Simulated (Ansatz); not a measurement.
Start from GeO2 (space group P3_121, No. 152; a = 5.093 Å, c = 5.768 Å).

Level of theory: Ansatz (a first-principles code) PBE, no spin-orbit coupling.

For the base:

| Quantity | Result |
|---|---|
| c/a ratio | 1.132 |
| Band gap | 3.22 eV |
| Smallest direct gap | 3.29 eV |

Perturbation: hydrostatic tension (pressure −1 GPa).

**Question.** How does this affect the c/a ratio?

**Answer.** The c/a ratio falls by 0.006 (1.132 → 1.126).

**Question.** Predict the new band gap.

**Answer.** The band gap shrinks by 0.06 eV (3.22 eV → 3.16 eV).

**Question.** How does this affect the smallest direct gap?

**Answer.** The smallest direct gap shrinks by 0.04 eV to 3.25 eV.

Load acts through the strain it causes; cell and atoms are relaxed under it. No phonon test of stability was made.
